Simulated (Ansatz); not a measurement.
**Sn5O6: O-17 NMR of the central transition**

Cell: a computed structure from the Materials Project (it need not be an observed phase), taken as it stands.

Space group P2_1/c (No. 14); a = 13.8456, b = 4.8943, c = 5.7992 Å, β = 91.76°.

| site | Wyckoff | site symmetry | x | y | z |
| --- | --- | --- | --- | --- | --- |
| Sn1 | 4e | 1 | 0.0970 | 0.9989 | 0.1771 |
| Sn2 | 4e | 1 | 0.3090 | 0.9999 | 0.6550 |
| Sn8 | 2b | -1 | 0.5000 | 0.5000 | 0.5000 |
| O11 | 4e | 1 | 0.3643 | 0.1792 | 0.9645 |
| O14 | 4e | 1 | 0.5565 | 0.1979 | 0.2905 |
| O16 | 4e | 1 | 0.9584 | 0.3164 | 0.6284 |

One atom of each set is listed.

All values are calculated (Ansatz; DFT, r2SCAN, plane waves and PAW (field gradients read without the response of the frozen cores, which leaves them typically 4 to 6 % off), scalar-relativistic, 500 eV cutoff, Γ-centred 3×6×5 k-points, Fermi–Dirac smearing 0.05 eV), not measured.

O-17 has I = 5/2 and Q = -25.58 mb (Pyykkö 2018); at 14.1 T its Larmor frequency is ν₀ = 81.4 MHz. Only the quadrupole interaction is simulated: positions count from each site's isotropic chemical shift, and J coupling is left out, as are shift anisotropy and dipolar coupling, which fast spinning averages.

**Question.** Give C_Q, η, the quadrupolar product P_Q = |C_Q|(1 + η²/3)^½, the second-order isotropic shift and the breadth of the pattern (fast magic-angle spinning) for each O site.

**Answer.** 

```csv
site,first shell,C_Q (MHz),η,P_Q (MHz),δ_QIS (ppm),breadth (kHz)
O11,3 Sn at 2.08–2.12 Å,5.39,0.19,5.42,-26.6,4.88
O14,3 Sn at 2.08–2.11 Å,5.85,0.25,5.91,-31.6,5.86
O16,3 Sn at 2.07–2.13 Å,4.48,0.11,4.49,-18.2,3.28
```

δ_QIS = −(ν_Q²/30ν₀²)[I(I+1) − 3/4](1 + η²/3) × 10⁶ ppm with ν_Q = 3|C_Q|/[2I(2I−1)]; it falls as 1/B₀² in ppm, and the breadth as 1/B₀ in kHz.

At O11, O14 and O16 V_zz stands upright on the plane through its three neighbours (within 3°) in each case.

Without spin–orbit coupling (the program notes it for Sn) the gradients are little affected as a rule: paired runs on crystals with a gap mostly move them by under 2 % at such atoms.
